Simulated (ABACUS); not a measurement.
Crystal: Li.

```
CELL_PARAMETERS angstrom
-1.75465 1.75465 1.75465
1.75465 -1.75465 1.75465
1.75465 1.75465 -1.75465
ATOMIC_POSITIONS crystal
Li 0.00000 0.00000 0.00000
```

| Item | Value |
| --- | --- |
| Program | ABACUS 3.10.1 |
| Task | relaxation of cell and atoms |
| Functional | SOGGA |
| Potentials or basis | SSSP 1.3 efficiency PBE |
| Cutoff | 748 eV |
| Density cutoff | 5987 eV |
| Basis | plane waves |
| k mesh | 9 × 9 × 9 |
| Occupations | fermi-dirac, width 0.05 eV |
| Spin | no spin polarisation |

At the start: pressure -0.8 GPa; volume 21.61 Å³/atom.

Problem. How do energy, volume and symmetry change on relaxing?

Solution. Over 3 steps the energy falls by 3.3 meV/atom and the volume is 20.34 Å³/atom (-5.9 %); space group Im-3m (No. 229, to 0.05 Å).

Step by step:
| step | energy change (eV) | largest force (eV/Å) | pressure (GPa) | volume (Å³) |
| --- | --- | --- | --- | --- |
| 1 | 0.0000 | 0.0000 | -0.79 | 21.61 |
| 2 | -0.0029 | 0.0000 | 0.34 | 19.85 |
| 3 | -0.0033 | 0.0000 | -0.03 | 20.34 |

Final structure:
```cif
data_structure
_symmetry_space_group_name_H-M 'P 1'
_symmetry_Int_Tables_number 1
_cell_length_a 2.9782
_cell_length_b 2.9782
_cell_length_c 2.9782
_cell_angle_alpha 109.471
_cell_angle_beta 109.471
_cell_angle_gamma 109.471
_cell_volume 20.34
loop_
_atom_site_label
_atom_site_type_symbol
_atom_site_fract_x
_atom_site_fract_y
_atom_site_fract_z
_atom_site_occupancy
Li1 Li 0.00000 0.00000 0.00000 1
```

Caveat: the potentials were made for another functional, which shifts forces and pressure.
